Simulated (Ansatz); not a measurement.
**HfS$_{2}$: the gap under strain**

HfS$_{2}$, P-3m1, a = 3.606 Å, c = 5.770 Å. Ansatz: PBE+D3(BJ), PAW, 420 eV, Γ-centred 12×12×6 mesh on 3 atoms, Gaussian smearing 0.02 eV; no spin polarisation. Series: biaxial strain in the a-b plane, c and atoms relaxed; x is the strain in per cent. The gap is sought over the whole zone.

```tsv
x (%)	gap y (eV)
-4.5	0.277
-3.0	0.549
-1.5	0.757
0.0	0.853
1.5	?
3.0	1.009
4.5	1.072
```

Task: Fit y = E0 + c1 x + c2 x² to the other rows, give the deformation potential for this strain, and predict the missing gap.

Result: Least squares on the rows shown. y = 0.8741 + 0.08395 x − 0.009900 x². The deformation potential is 100 c1 = 8.39 eV per unit strain. With a term in x³ added, the coefficient of x becomes 0.06379, 24 % less, which shows how far this figure hangs on the form. At x = 1.5 the fit asked for gives 0.978 eV. The run gave 0.932 eV, so the fit is 0.046 eV too high, within twice the rms miss on the fitted rows (0.023 eV). Note that a band edge changes its point in the zone among the fitted rows. The parabola turns at x = 4.2, between the two outer rows, which can neither show nor exclude a turn there.

Spin-orbit coupling is left out, which matters for the bands of heavy elements. Semilocal functionals give gaps under the measured ones; changes of the gap mostly carry over better.